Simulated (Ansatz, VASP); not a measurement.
# GaSb in two plane-wave programs, part 2 of 2

Aim: how closely do two programs agree when they are given the same cell, functional and k mesh? The cell is taken from a series of VASP runs on this material, whose earlier steps may have relaxed, scaled or displaced it; both programs get it as it stands.

VASP 6.6.1 and Ansatz 0.2.0.

So far. Step 4 (Differences): The walks stopped with 0.01 GPa left in Ansatz and -0.03 GPa in VASP; each walk ends within a tolerance, so the volume difference is uncertain by about these residues over the bulk modulus, most in soft cells.

**5. Ansatz: single point, HSE06, volume scaled by 0.985**

Level of this step: Ansatz beside VASP: Kohn-Sham DFT, plane waves, HSE06 (Ansatz).

A single point gives forces, pressure and levels at one fixed geometry, so differences don't come from the geometry; what else differs is listed under the comparison. The cell compared in this pair holds 56.60 Å³, against 55.45 Å³ for the pair before.

The cell is a member of a volume series, scaled by 0.985 from a relaxed one, so a pressure remains.

input.yaml reads:

```yaml
crystal:
  lattice:
    - [0.0, 3.04736682, 3.04736682]
    - [3.04736682, 0.0, 3.04736682]
    - [3.04736682, 3.04736682, 0.0]
  atoms:
    - { symbol: Sb, position: [0.25, 0.25, 0.25] }
    - { symbol: Ga, position: [0.0, 0.0, 0.0] }
hamiltonian:
  xc: { exchange: pbe, correlation: pbe, exx: { coeff: 0.25, omega: 0.2 } }
  pseudopotentials: { kind: paw }
kpoints:
  mp_grid: { grid: [4, 4, 4] }
scf:
  occupations: { method: gaussian, width: 0.03 }
  n_extra_bands: 4
output:
  forces: true
  stress: true
  eigenvalues: true
```

Command:

```
$ ansatz run input.yaml --threads 4 --pin off --max-ram 9216MiB --backend cpu --events-out ev --progress --plain --runs-dir out
```

Numbers of over 12 decimals in the logs are rounded to 6 here.

The log of the run:

```text
[...]
P = ⅓ Tr σ = 1.4463 GPa (14.463 kbar)
--- Band table (eV; the first three rows and the last of 8) ---
  k-point 0: bands = [... 10 lower, -5.1642, 7.5138, 7.5138, 7.5138, 8.5068, 10.9811, 10.9811, 10.9811]
  k-point 1: bands = [... 10 lower, -4.4727, 3.2403, 6.7566, 6.7566, 9.0703, 11.9093, 11.9093, 13.6755]
  k-point 2: bands = [... 10 lower, -3.3207, 0.5423, 6.2494, 6.2494, 8.6281, 11.9919, 11.9919, 14.7852]
  k-point 7: bands = [... 10 lower, -2.3177, 0.2300, 3.8434, 4.0974, 12.1176, 12.5205, 12.8346, 13.0154]
[key lines of the parts left out:]
Free energy (F): -10272.507707 eV
Fermi energy:    8.010802 eV
```

Elapsed: 7.8 s, on 4 threads of Arm Neoverse V1, shared host; peak memory 0.78 GiB; 26 s of CPU time.

The run ends at a pressure of 1.45 GPa.

**6. VASP: single point, HSE06, volume scaled by 0.985**

The same cell, functional, mesh and smearing now go to VASP, with its own data sets and cutoff.

The run reads the wave functions of an earlier VASP run, which isn't shown here.

The input asks for a relaxation, which ended at its first step since no free force or stress exceeded the threshold; so it serves as a single point.

INCAR reads:

```
SYSTEM = GaSb
PREC = Accurate
ENCUT = 450
EDIFF = 1E-06
NELM = 100
ISMEAR = 0
SIGMA = 0.03
LREAL = .FALSE.
ALGO = Normal
LHFCALC = .TRUE.
AEXX = 0.25
GGA = PE
HFSCREEN = 0.2
LASPH = .TRUE.
NBANDS = 15
PRECFOCK = Fast
LORBIT = 11
LWAVE = .FALSE.
LCHARG = .FALSE.
KPAR = 8
IBRION = 2
NSW = 30
ISIF = 4
EDIFFG = -0.01
```

POSCAR reads:

```
GaSb
1.0
    0.0000000000      3.0473668226      3.0473668226
    3.0473668226      0.0000000000      3.0473668226
    3.0473668226      3.0473668226      0.0000000000
Sb Ga
1 1
Direct
    0.2500000000      0.2500000000      0.2500000000
    0.0000000000      0.0000000000      0.0000000000
```

KPOINTS reads:

```
Automatic mesh
0
Gamma
4 4 4
0 0 0
```

PAW data sets: Sb and Ga_d (PBE family, release 64).

Command:

```
$ mpirun -np 8 vasp_std
```

The log of the run:

```text
[banner, memory and clock lines left out]
running    8 mpi-ranks, on    1 nodes
[...]
[... a notice as in an earlier step ...]

 LDA part: xc-table for (Slater+PW92), standard interpolation
 found WAVECAR, reading the header
 POSCAR, INCAR and KPOINTS ok, starting setup
[...]
reading WAVECAR
 the WAVECAR file was read successfully
 initial charge from wavefunction
 entering main loop
       N       E                     dE             d eps       ncg     rms          rms(c)
DAV:   1    -0.880847752870E+01   -0.88085E+01   -0.24957E+00   328   0.178E+01    0.186E+01
DAV:   2    -0.881080125859E+01   -0.23237E-02   -0.82335E-02   344   0.368E+00    0.125E+01
DAV:   3    -0.880788605005E+01    0.29152E-02   -0.77630E-03   319   0.138E+00    0.759E+00
DAV:   4    -0.880712566873E+01    0.76038E-03   -0.86221E-04   296   0.344E-01    0.454E+00
[...]
DAV:  10    -0.880684862162E+01   -0.22121E-05   -0.51872E-07   211   0.500E-03    0.200E-01
DAV:  11    -0.880684962741E+01   -0.10058E-05   -0.25154E-07   162   0.360E-03    0.118E-01
DAV:  12    -0.880685037289E+01   -0.74547E-06   -0.13259E-07   120   0.267E-03
   1 F= -.88068504E+01 E0= -.88068504E+01  d E =-.880685E+01
[...]
reached required accuracy - stopping structural energy minimisation
```

Parts of OUTCAR (step 6):

```text
  Total        0.3017320      0.3017320      0.3017320     -0.0000000     -0.0000000      0.0000000
  in kB        8.5413752      8.5413752      8.5413752     -0.0000000     -0.0000000      0.0000000
  external PRESSURE =       8.5413752 kB  Pullay stress =       0.0000000 kB

 POSITION                                       TOTAL-FORCE (eV/Angst)
 -----------------------------------------------------------------------------------
      1.52368      1.52368      1.52368        -0.000000     -0.000000     -0.000000
      0.00000      0.00000      0.00000         0.000000      0.000000      0.000000
 -----------------------------------------------------------------------------------
    total drift:                                0.000023      0.000005      0.000009

  FREE ENERGIE OF THE ION-ELECTRON SYSTEM (eV)
  ---------------------------------------------------
  free  energy   TOTEN  =        -8.8068503729 eV

  energy  without entropy=       -8.8068503729  energy(sigma->0) =       -8.80685037

[... 1 part as in an earlier step ...]

[... 3 further parts left out ...]
[key lines of the parts left out:]
E-fermi :   4.7950
```

The PAW data sets were made with PBE, which is usual practice but a small mismatch for other functionals.

**7. Side by side**

What differs besides the data sets and the points named for the pairs above, as far as they apply: exact exchange at q = 0 is treated differently, which shows on coarse meshes; VASP keeps PBE cores, Ansatz makes them for the functional; VASP takes a coarser grid for exact exchange (PRECFOCK = Fast). Total energies have different zeros and are not compared.

Both answers:

```csv
quantity,Ansatz,VASP,difference
pressure (GPa),1.45,0.85,+0.59
pressure without Ansatz's Pulay correction (GPa),1.39,0.85,+0.53
gap on the k mesh (eV),0.993,1.013,-0.020
```

A gap on the mesh is an upper bound, since the band edges may lie between its points. Ansatz's pressure holds a Pulay correction of 0.06 GPa; VASP's holds none.

**8. What came out**

```json
{
  "difference in volume (relaxation of cell and atoms, LDA)": "-0.28 %",
  "difference in gap on the k mesh (single point, HSE06, volume scaled by 0.985)": "-0.020 eV",
  "difference in pressure (single point, HSE06, volume scaled by 0.985)": "0.59 GPa"
}
```

The difference in pressure is 0.59 GPa (single point, HSE06, volume scaled by 0.985), within the 1 GPa picked in this series as the mark of a large difference. How closely two codes agree says nothing of how well the functional describes the real material.

[Lines on the potential files, build, host, timing and source positions are cut from VASP's logs without a mark.]

[Logs are printed without paths, hosts, clocks, repeated set-up lines and the standing remarks that a program may print on its own settings, such as how far it seeks lower states.]

[Hosts, paths, dates, database ids (printed as entryN), source tags and the programs' standing remarks are cut or masked in the printed files.]
